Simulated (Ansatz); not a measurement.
The cell is COD entry 1528838, as deposited and not checked against the literature; nothing was relaxed. The listed cell was then made from it by scaling, straining or moving an atom.

CoO: DFT, PBE, all-electron LAPW, scalar-relativistic (Ansatz 0.2.0). What sets it apart from a plain run of this crystal: equal xy, yz and zx engineering shear strains of -1 %.

Command: `ansatz run input.yaml --threads 1 --pin off --max-ram 3072MiB --backend cpu --events-out ev --progress --plain --runs-dir out` The run took 4.6 min on 1 thread of Intel(R) Xeon(R) Platinum 8375C CPU @ 2.90GHz (Ice Lake), on a shared host, peak memory 2 GiB.

```yaml
crystal:
  lattice:
    - [-1.5260764034, 1.5050039039, 2.1072499549]
    - [1.5050039039, -1.5260764034, 2.1072499549]
    - [1.5109964019, 1.5109964019, -2.1223299564]
  atoms:
    - { symbol: Co, position: [0.0, 0.0, 0.0], spin: 2.0 }
    - { symbol: O, position: [0.5, 0.5, 0.0] }
magnetization:
  spin_polarized: true
kpoints:
  mp_grid: { grid: [13, 13, 15] }
  band_path:
    path:
      - [0.0, 0.0, 0.0]
      - [0.0, 0.0, -0.5]
      - [0.2535766541, -0.2535766541, -0.5]
      - [-0.2535766541, -0.7464233459, 0.5]
      - [-0.5, -0.5, 0.5]
      - [0.0, 0.0, 0.0]
      - [0.5, -0.5, 0.0]
      - [0.0, -0.5, 0.0]
      - [0.0, 0.0, 0.0]
    npoints: 5
scf:
  occupations: { method: fermi_dirac, width: 0.03 }
hamiltonian:
  xc: pbe
  pseudopotentials: { kind: all_electron, lapw: { basis_error: 0.001 } }
output:
  forces: true
  stress: true
  eigenvalues: true
```

Output (standing set-up lines are left out):

```
Crystal: 2 atoms, lattice volume = 19.167 Å³
Basis set: ecut = 368.75104424878634 eV, 323 PW (Γ), exchange–correlation at level 2
Space group: C2/m (ITA 12), of the structure as read, at distance tolerance 2.7e-5 Å
Magnetic group: BNS 12.58 (UNI 65), of the structure as read, at distance tolerance 2.7e-5 Å
iter 1 solved again at ethr=6.67e-3 eV; its pass at ethr=1.00e-1 eV (dr2=1.67e0 eV) is discarded
SCF iter   1: F=—  HF=-39965.324326 eV  |F-HF|=—  |Δ(HF+E_count)|=         —  Δρ=6.20e-2 (↑5.79e-2 ↓6.20e-2)  dr2=1.67e0  dr2_m=2.81e-1  M=3.000 μB ∫|m|=3.002 μB  β_m=0.30  ethr=6.67e-3  ⟨swp⟩=2.0  Hψ=161597  notcnv=0
Mixer restart at iter 1: flushing history
preconditioner: auto → none  [metal: Δε(μ)=0.000 eV  Ē_g=14.198 eV  σ=0.030 eV  W_gap=0.00  n_scr=8 (ndim 8)  ℏωp=32.8 eV  f_vac=0.000  D(μ)=4.35/eV (n_scr^D=64)  sad-step TF]
SCF iter   2: F=—  HF=-39964.516461 eV  |F-HF|=—  |Δ(HF+E_count)|=   8.08e-1  Δρ=3.56e-2 (↑3.56e-2 ↓3.09e-2)  dr2=3.70e-1  dr2_m=1.22e-1  M=2.994 μB ∫|m|=2.996 μB  β_m=0.47  ethr=6.66e-3  ⟨swp⟩=2.0  Hψ=72724  notcnv=0
SCF iter   3: F=—  HF=-39964.560862 eV  |F-HF|=—  |Δ(HF+E_count)|=   4.44e-2  Δρ=2.02e-2 (↑1.83e-2 ↓2.02e-2)  dr2=2.58e-1  dr2_m=1.65e-2  M=3.000 μB ∫|m|=3.008 μB  β_m=0.48  ethr=1.48e-3  ⟨swp⟩=2.0  Hψ=74087  notcnv=0
iter 4 solved again at ethr=1.77e-5 eV; its pass at ethr=1.03e-3 eV (dr2=4.43e-3 eV) is discarded
SCF iter   4: F=—  HF=-39964.495998 eV  |F-HF|=—  |Δ(HF+E_count)|=         —  Δρ=6.39e-3 (↑3.57e-3 ↓6.39e-3)  dr2=4.43e-3  dr2_m=3.08e-3  M=2.916 μB ∫|m|=2.928 μB  β_m=0.48  ethr=1.77e-5  ⟨swp⟩=2.0  Hψ=123121  notcnv=0
Mixer restart at iter 4: flushing history
the basis was enlarged: its passes take 1.4 MiB over the memory plan, 2 of 2 planned eigensolver slots
SCF iter   5: F=—  HF=-39964.503206 eV  |F-HF|=—  |Δ(HF+E_count)|=   7.21e-3  Δρ=3.87e-3 (↑3.87e-3 ↓2.94e-3)  dr2=1.05e-2  dr2_m=1.78e-4  M=2.965 μB ∫|m|=2.979 μB  β_m=0.42  ethr=1.77e-5  ⟨swp⟩=3.0  Hψ=81317  notcnv=0
SCF iter   6: F=—  HF=-39964.495897 eV  |F-HF|=—  |Δ(HF+E_count)|=   7.31e-3  Δρ=1.69e-3 (↑1.69e-3 ↓1.66e-3)  dr2=4.21e-4  dr2_m=3.58e-4  M=2.936 μB ∫|m|=2.950 μB  β_m=0.58  ethr=1.77e-5  ⟨swp⟩=2.7  Hψ=75262  notcnv=0
SCF iter   7: F=—  HF=-39964.497606 eV  |F-HF|=—  |Δ(HF+E_count)|=   1.71e-3  Δρ=6.41e-4 (↑5.14e-4 ↓6.41e-4)  dr2=3.82e-5  dr2_m=4.67e-5  M=2.932 μB ∫|m|=2.947 μB  β_m=0.79  ethr=1.68e-6  ⟨swp⟩=2.5  Hψ=68371  notcnv=0
SCF iter   8: F=—  HF=-39964.497819 eV  |F-HF|=—  |Δ(HF+E_count)|=   2.13e-4  Δρ=2.84e-4 (↑1.61e-4 ↓2.84e-4)  dr2=1.95e-5  dr2_m=3.86e-6  M=2.929 μB ∫|m|=2.944 μB  β_m=0.78  ethr=1.53e-7  ⟨swp⟩=3.0  Hψ=72010  notcnv=0
SCF iter   9: F=—  HF=-39964.497866 eV  |F-HF|=—  |Δ(HF+E_count)|=   4.75e-5  Δρ=1.48e-4 (↑1.00e-4 ↓1.48e-4)  dr2=3.23e-6  dr2_m=1.83e-6  M=2.930 μB ∫|m|=2.945 μB  β_m=0.83  ethr=7.79e-8  ⟨swp⟩=3.0  Hψ=71979  notcnv=0
SCF iter  10: F=—  HF=-39964.497878 eV  |F-HF|=—  |Δ(HF+E_count)|=   1.18e-5  Δρ=1.05e-4 (↑3.01e-5 ↓1.05e-4)  dr2=1.40e-6  dr2_m=5.54e-7  M=2.930 μB ∫|m|=2.946 μB  β_m=0.91  ethr=1.29e-8  ⟨swp⟩=2.1  Hψ=67323  notcnv=0
SCF iter  11: F=—  HF=-39964.497922 eV  |F-HF|=—  |Δ(HF+E_count)|=   4.43e-5  Δρ=3.21e-5 (↑1.14e-5 ↓3.21e-5)  dr2=1.89e-7  dr2_m=3.80e-8  M=2.930 μB ∫|m|=2.946 μB  β_m=0.86  ethr=5.59e-9  ⟨swp⟩=3.0  Hψ=82353  notcnv=0
SCF iter  12: F=—  HF=-39964.497924 eV  |F-HF|=—  |Δ(HF+E_count)|=   1.56e-6  Δρ=1.71e-5 (↑4.65e-6 ↓1.71e-5)  dr2=2.20e-8  dr2_m=1.58e-8  M=2.930 μB ∫|m|=2.946 μB  β_m=0.93  ethr=7.57e-10  ⟨swp⟩=3.0  Hψ=77421  notcnv=0
SCF iter  13: F=—  HF=-39964.497925 eV  |F-HF|=—  |Δ(HF+E_count)|=   1.22e-6  Δρ=1.27e-5 (↑4.50e-6 ↓1.27e-5)  dr2=1.24e-8  dr2_m=9.85e-9  M=2.930 μB ∫|m|=2.946 μB  β_m=0.96  ethr=8.81e-11  ⟨swp⟩=3.0  Hψ=81218  notcnv=0
SCF iter  14: F=—  HF=-39964.497926 eV  |F-HF|=—  |Δ(HF+E_count)|=   7.76e-7  Δρ=3.42e-6 (↑3.42e-6 ↓3.08e-6)  dr2=2.42e-9  dr2_m=1.21e-9  M=2.930 μB ∫|m|=2.946 μB  β_m=0.98  ethr=4.94e-11  ⟨swp⟩=3.0  Hψ=83761  notcnv=0
SCF iter  15: F=-39964.497926 eV  HF=-39964.497926 eV  |F-HF|=1.99e-9  |Δ(HF+E_count)|=   1.11e-8  Δρ=2.25e-6 (↑7.37e-7 ↓2.25e-6)  dr2=9.69e-10  dr2_m=2.28e-10  M=2.930 μB ∫|m|=2.946 μB  ethr=9.69e-12  ⟨swp⟩=3.0  Hψ=78327  notcnv=0
SCF 1 converged in 15 iterations: F = -39964.497926 eV  dr2 = 9.69e-10
NSCF: frozen V_eff on 41 k-points
SCF converged after 15 iterations
Magnetization: 2.9303 μB (13.9652 up, 11.0348 down)
Absolute magnetization: 2.9457 μB (∫|ρ↑−ρ↓|)
Spin contamination: 0.0079 ħ² per cell (⟨S²⟩ above its minimum at these occupations)
Per-site moments (μB) at R_I (Å): [(2.588004858192818, 1.1520526593625386), (0.3202999270114484, 0.9552499447263336)]
Free energy (F): -39964.497926 eV
Harris-Foulkes:  -39964.497926 eV  (|F-HF|=1.99e-9)
Internal energy: -39964.486224 eV  (E = F + TS)
E sigma→0 (E₀):  -39964.492075 eV
Entropy (-TS):   -0.011701 eV (-5.851 meV/atom)
Fermi energy:    14.299530 eV
--- Per-component energies (eV) ---
  E_band       = -1280.893459
  E_kinetic    = 40525.087305
  E_xc         = -1857.701755
  E_electrostatic = -78631.871774  (all electrons and nuclei)
  E_smearing   = -0.011701  (= −TS)
  E_closure    = 0.000000  (closes the sum)
  E_atoms      = -39950.192766  (free atoms, spherical and without spin; not in F)
  Σ components = -39964.497926   (vs F -39964.497926, Δ=0.00e0)
  Basis errors (estimates in eV, not in F): energy 3.8e-4 per atom: plane waves 3.4e-4 (1.9e-4 summed), levels above the bands 5.3e-228, relativity 4.6e-8, radial functions 4.9e-5, core shells 9.9e-9; eigenvalues (radial functions only) 2.1e-6; not estimated: angular momenta, meshes, grids; target (lapw.basis_error) 1.0e-3; muffin-tin radii O 0.955 Å, Co 1.152 Å
--- Forces (eV/Å), atoms counted from 1 ---
  atom   1  Co    -0.00000000     0.00000000     0.00000000
  atom   2  O     -0.00000000    -0.00000000     0.00000000
  max |Σ_I F_I| component: 3.55e-30 eV/Å
--- Stress (GPa, compression-positive) ---
        0.031591       0.031117      -0.445287
        0.031117       0.031591      -0.445287
       -0.445287      -0.445287      -0.135703
  P = ⅓ Tr σ = -0.0242 GPa (-0.242 kbar)
--- Band table (eV; the first three rows and the last of 1372) ---
  k-point 0 ↑: bands = ["-492.4377", "-82.5975", "-45.9407", "-45.8424", "-45.7731", "-6.0110", "10.9750", "10.9876", "11.0370", "11.0956", "11.1324", "11.1376", "11.1713", "11.3504", "15.2690", "31.0618", "32.1948", "32.3350"]
  k-point 1 ↑: bands = ["-492.4377", "-82.5973", "-45.9414", "-45.8439", "-45.7737", "-5.9484", "9.9697", "10.6611", "10.7802", "10.9976", "11.1688", "11.5135", "11.6780", "11.8260", "15.7249", "29.9785", "31.8361", "31.8618"]
  k-point 2 ↑: bands = ["-492.4377", "-82.5967", "-45.9435", "-45.8483", "-45.7754", "-5.7734", "8.8892", "10.2996", "10.4206", "11.0406", "11.0595", "11.8983", "12.0605", "12.2415", "16.8507", "28.7324", "30.9181", "31.0440"]
  k-point 685 ↓: bands = ["-492.1647", "-79.5152", "-42.9206", "-42.8661", "-42.8373", "-4.1328", "7.8441", "10.0905", "10.3293", "12.2042", "14.4120", "14.4609", "15.0576", "15.3585", "21.1489", "24.6561", "26.2978", "30.5057"]
```

Semilocal functionals without U often leave such compounds metallic or with too small a gap, and the real magnetic order may differ.

Other magnetic orders may lie lower; this is the state that the run reached.
